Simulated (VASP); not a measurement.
Cu: single point with PBE

The system is Cu.

```
Cu
1.0
     0.00000    1.76108    1.76108
     1.76108    0.00000    1.76108
     1.76108    1.76108    0.00000
Cu
1
Direct
  0.00000 0.00000 0.00000
```

The cell isn't the ideal one: a relaxed cell with its volume scaled by 0.91.

- Program: VASP 6.6.1
- Task: single point
- Functional: PBE
- Potentials or basis: VASP PAW PBE potentials, release 64 (Cu)
- Cutoff: 520 eV
- k mesh: 20 × 20 × 20
- Occupations: gaussian, width 0.1 eV
- Spin: no spin polarisation
- Further INCAR settings: ALGO = Normal; EDIFF = 1e-07; NBANDS = 12

```yaml
Pressure: 16.5 GPa
Band_gap_on_the_k_mesh: none (metal or under the smearing width)
```

Levels at points of the mesh, in eV from the Fermi level:
```csv
k point,band 2,band 3,band 4,band 5,band 6,band 7,band 8,band 9,band 10,band 11
"(0.00, 0.00, 0.00)",-3.26,-3.26,-3.26,-2.33,-2.33,23.23,26.49,26.49,26.49,29.08
"(0.50, 0.00, 0.00)",-3.30,-3.30,-1.69,-1.69,-1.22,4.18,21.69,23.33,23.33,26.24
"(0.50, 0.50, 0.00)",-4.83,-1.71,-1.53,-1.53,1.46,7.69,13.72,13.72,18.41,21.61
```

Wall time 17 s on 1 thread of Intel(R) Xeon(R) 6975P-C (Granite Rapids) (shared host), peak memory 0.14 GiB.

Caveat: so large a pressure means that the cell lies far from this level's equilibrium, or that cutoff or potentials fall short.
